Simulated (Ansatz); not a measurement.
# ZrTi3O8: the cell at several levels of theory

How does the equilibrium cell of ZrTi3O8 (tetragonal host) depend on the functional? It is relaxed with PBE, r2SCAN and PBEsol. This is a trial cell built on a prototype, not taken from a measured structure, and it needn't be the compound's ground state.

Program: Ansatz 0.2.0. PAW datasets, plane waves, zero pressure. The structure was generated, not taken from experiment, and needn't be the ground state; spin polarisation is off.

## (1) The cell

Space group Pmm2 (No. 25), orthorhombic; conventional cell a = 3.490 Å, b = 6.979 Å, c = 5.065 Å, 10.28 Å³ an atom. Near Ti stand 4 O at 2.01 Å; near O stand 1 Ti at 2.01 Å and 1 Zr at 2.01 Å; near O stand 2 Ti at 2.01 Å.

The structure in full:

```cif
data_structure
_symmetry_space_group_name_H-M 'P 1'
_symmetry_Int_Tables_number 1
_cell_length_a 3.4897
_cell_length_b 6.9794
_cell_length_c 5.0648
_cell_angle_alpha 90.000
_cell_angle_beta 90.000
_cell_angle_gamma 90.000
_cell_volume 123.36
loop_
_atom_site_label
_atom_site_type_symbol
_atom_site_fract_x
_atom_site_fract_y
_atom_site_fract_z
_atom_site_occupancy
Ti1 Ti 0.00000 0.75000 0.00000 1
Ti2 Ti 0.50000 0.00000 0.50000 1
O1 O 0.50000 0.75000 0.69823 1
O2 O 0.50000 0.75000 0.19823 1
O3 O 0.00000 0.00000 0.30177 1
O4 O 0.00000 0.00000 0.80177 1
Ti3 Ti 0.00000 0.25000 0.00000 1
Zr1 Zr 0.50000 0.50000 0.50000 1
O5 O 0.50000 0.25000 0.69823 1
O6 O 0.50000 0.25000 0.19823 1
O7 O 0.00000 0.50000 0.30177 1
O8 O 0.00000 0.50000 0.80177 1
```

## (2) Relaxation with PBE

input.yaml reads:

```yaml
crystal:
  lattice:
    - [3.48970875, 0.0, 0.0]
    - [0.0, 6.97941749, 0.0]
    - [0.0, 0.0, 5.06483875]
  atoms:
    - { symbol: Ti, position: [0.0, 0.75, 0.0] }
    - { symbol: Ti, position: [0.5, 0.0, 0.5] }
    - { symbol: O, position: [0.5, 0.75, 0.69822509] }
    - { symbol: O, position: [0.5, 0.75, 0.19822509] }
    - { symbol: O, position: [0.0, 0.0, 0.30177491] }
    - { symbol: O, position: [0.0, 0.0, 0.80177491] }
    - { symbol: Ti, position: [0.0, 0.25, 0.0] }
    - { symbol: Zr, position: [0.5, 0.5, 0.5] }
    - { symbol: O, position: [0.5, 0.25, 0.69822509] }
    - { symbol: O, position: [0.5, 0.25, 0.19822509] }
    - { symbol: O, position: [0.0, 0.5, 0.30177491] }
    - { symbol: O, position: [0.0, 0.5, 0.80177491] }
kpoints:
  mp_grid: { grid: [6, 4, 4] }
hamiltonian:
  xc: pbe
scf:
  occupations: { method: fermi_dirac, width: 0.02 }
relax:
  f_tol: 0.005
  cell: {}
output:
  write_density: true
  write_potential: true
  elf: true
  volumetric_format: npy
```

The runs that follow: Relaxing with r2SCAN; Relaxing with PBEsol.

Before running it: what results should come out? Wanted: for each run, a; b; c; volume; space group; SCF geometries.

The runs gave:

```
 level  a (Å)  b (Å)  c (Å)  volume (Å³/atom)  space group  SCF geometries
   PBE  3.799  6.224  6.411            12.633         Pmm2              40
r2SCAN  3.704  6.334  5.584            10.918         Pmm2              12
PBEsol  3.699  6.303  5.559            10.801         Pmm2              25
```

The first relaxation changed the volume by +22.9 % from the start. PBEsol gives the smallest cell and PBE the largest; they differ by 17.0 % in volume, a mean of 5.4 % in length.
